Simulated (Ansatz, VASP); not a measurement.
## One calculation of Ge, two programs

The input INCAR:

```
PREC = Accurate ; ENCUT = 520
EDIFF = 1E-6 ; ISMEAR = -1
SIGMA = 0.05 ; LREAL = False
LASPH = True ; NELM = 100
ALGO = Normal ; ISIF = 2
LWAVE = False ; LCHARG = False
NBANDS = 21
```

The input KPOINTS:

```
Automatic mesh
0
Gamma
  10 10 6
```

Contents of POSCAR:

```
Ge
1.0
    1.4679416364     -2.5596219381      0.0000000000
    1.4679416364      2.5596219381      0.0000000000
    0.0000000000      0.0000000000      4.6637015279
Ge
2
Direct
    0.3334466300      0.6665533700      0.2500000000
    0.6665533700      0.3334466300      0.7500000000
```

The input input.yaml:

```yaml
crystal:
  lattice:
    - [1.4679416364, -2.5596219381, 0.0]
    - [1.4679416364, 2.5596219381, 0.0]
    - [0.0, 0.0, 4.6637015279]
  atoms:
    - { symbol: Ge, position: [0.33344663, 0.66655337, 0.25] }
    - { symbol: Ge, position: [0.66655337, 0.33344663, 0.75] }
hamiltonian:
  xc: lda
  pseudopotentials: { kind: paw }
kpoints:
  mp_grid: { grid: [10, 10, 6] }
scf:
  occupations: { method: fermi_dirac, width: 0.05 }
output:
  forces: true
  stress: true
  eigenvalues: true
```

This isn't the form of Ge at room conditions, which is diamond.

Alike in both runs: task single point; functional LDA; k mesh 10 × 10 × 6; occupations fermi-dirac, width 0.05 eV; no spin polarisation.

|  | VASP | Ansatz |
| --- | --- | --- |
| version | VASP 6.6.1 | Ansatz 0.2.0 |
| potentials or method | VASP PAW LDA potentials, release 64 (Ge_d) | Ansatz PAW |
| plane-wave cutoff (eV) | 520 | 420 |
| valence electrons in the cell | 28 | 28 |

VASP gave:

| Property | Result |
| --- | --- |
| gap on the k mesh at the Fermi level (eV) | none |
| pressure (GPa) | 2.1 |
| largest component of the traceless stress (GPa) | 1.80 |

**Question.** Which values does Ansatz return?

**Answer.** gap on the k mesh at the Fermi level (eV): none; pressure (GPa): 2.1; largest component of the traceless stress (GPa): 1.79.

A gap of «none» marks a metal or a gap that the smearing closes.

Caveats: the PAW data sets come from PBE, with cores solved anew for the run's functional, which leaves a small shift of forces and pressure (Ansatz).
